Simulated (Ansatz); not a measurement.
Take a crystal in which Al has been replaced by Ga on all its sites, with the cell rescaled by a rough guess (in some cases also distorted within its space group) and nothing relaxed:

```
CELL_PARAMETERS angstrom
0.00000 2.62627 2.62627
2.62627 0.00000 2.62627
2.62627 2.62627 0.00000
ATOMIC_POSITIONS crystal
Ga 0.50000 0.50000 0.50000
As 0.00000 0.00000 0.00000
```

Level of theory: DFT PBE, scalar-relativistic, plane waves, PAW (Ansatz).

Cutoff 420 eV; k points 14×14×14 on the computed 2-atom cell (Γ-centred); Gaussian smearing, width 0.10 eV; no spin polarisation.

(1) What pressure does the cell carry?

(2) Is it a metal on this mesh?

(3) What is its energy against the elements in their standard states?

Results:

(1) The pressure is 6.6 GPa (positive in compression), so the cell would expand.

(2) Yes, a band crosses the Fermi level.

(3) +0.006 eV/atom at this unrelaxed geometry, with the elements in the same functional.

This rock-salt form isn't the usual stable structure of the compound.